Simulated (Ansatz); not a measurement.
WS2 (Tungstenite):

```
CELL_PARAMETERS angstrom
3.18000 0.00000 0.00000
-1.59000 2.75396 0.00000
0.00000 0.00000 12.50000
ATOMIC_POSITIONS crystal
W 0.66667 0.33333 0.75000
W 0.33333 0.66667 0.25000
S 0.66667 0.33333 0.37500
S 0.33333 0.66667 0.87500
S 0.66667 0.33333 0.12500
S 0.33333 0.66667 0.62500
```

Base run:

* Program: Ansatz 0.2.0
* Functional: PBEsol
* Potentials or basis: Ansatz PAW
* Cutoff: 420 eV
* Density cutoff: 1680 eV
* k mesh: 10 × 10 × 3
* Occupations: fermi-dirac, width 0.05 eV
* Spin: no spin polarisation
* Hubbard terms: W d U = 6 eV

Its results: pressure -2.1 GPa; largest force 0.123 eV/Å.

Problem. After a change of settings the same cell gave: pressure -0.9 GPa; largest force 0.131 eV/Å. Which change was it?
A. potentials or basis from Ansatz PAW to Ansatz PAW earlier set; cutoff from 420 eV to 760 eV; density cutoff from 1680 eV to 3800 eV; hubbard terms from W d U = 6 eV to none; hubbard projectors from ortho-atomic (the default) to none; valence electrons from 52 to 80
B. hubbard terms from W d U = 6 eV to W d U = 2 eV
C. hubbard terms from W d U = 6 eV to W d U = 8 eV
D. functional from PBEsol to BLYP; hubbard terms from W d U = 6 eV to none; hubbard projectors from ortho-atomic (the default) to none

Solution. C.

Caveats: this functional lacks dispersion, which binds the layers, so the pressure and a relaxed spacing across them are unreliable; the PAW data sets come from PBE, with cores solved anew for the run's functional, which leaves a small shift of forces and pressure.

Not every run made on this cell is shown here.
